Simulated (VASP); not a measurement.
Write the native input for VASP 6.6.1 that does the following.

```
Task                   : relaxation of cell and atoms
Functional             : PBE
Potentials or basis    : VASP PAW PBE potentials, release 64 (Cs_sv)
Cutoff                 : 520 eV
k mesh                 : 13 × 13 × 13
Occupations            : gaussian, width 0.1 eV
Spin                   : no spin polarisation
Further INCAR settings : ALGO = Normal; EDIFF = 1e-06; IBRION = 2; EDIFFG = -0.01; NSW = 90; ISIF = 3
```

The structure of Cs lies in POSCAR:

```
Cs
1.0
    0.0000000000      2.9920000000      2.9920000000
    2.9920000000      0.0000000000      2.9920000000
    2.9920000000      2.9920000000      0.0000000000
Cs
1
Direct
    0.0000000000      0.0000000000      0.0000000000
```

This isn't the form of Cs at room conditions, which is bcc.

These files were run (other wordings do the same):

INCAR

```
PREC = Accurate
ENCUT = 520
EDIFF = 1E-6
ISMEAR = 0
SIGMA = 0.1
LREAL = F
LASPH = T
NELM = 120
ALGO = Normal
ISIF = 3
LWAVE = F
LCHARG = F
GGA = PE
IBRION = 2
NSW = 90
EDIFFG = -0.01
```

KPOINTS

```
Automatic mesh
0
Gamma
  13 13 13
```

Potentials or basis: VASP PAW PBE potentials, release 64 (Cs_sv).

The run is started by

```bash
$ cat potpaw_PBE.64/Cs_sv/POTCAR > POTCAR
$ mpirun -np 1 vasp_std > vasp.out
```

It gave:

```json
{
  "Relaxed volume": "115.76 Å³/atom",
  "Relaxed cell": "a = 5.470 Å, b = 5.470 Å, c = 5.470 Å, α = 60.00°, β = 60.00°, γ = 60.00°",
  "Space group after relaxing (to 0.05 Å)": "Fm-3m (No. 225)",
  "Energy gained by relaxing": "545.3 meV/atom",
  "Ionic steps": "5",
  "Pressure after relaxing": "0.0 GPa",
  "Band gap on the k mesh": "none (metal or under the smearing width)"
}
```

Caveat: the volume moved by over 15 % at a fixed basis, so the end points are rough; the volume moved by +116 % from the deposited cell, more than functionals usually miss.

It took 2.9 min on 1 thread of AMD EPYC 7R43 64-Core Processor (Zen 3), on a shared host, peak memory 0.16 GiB.
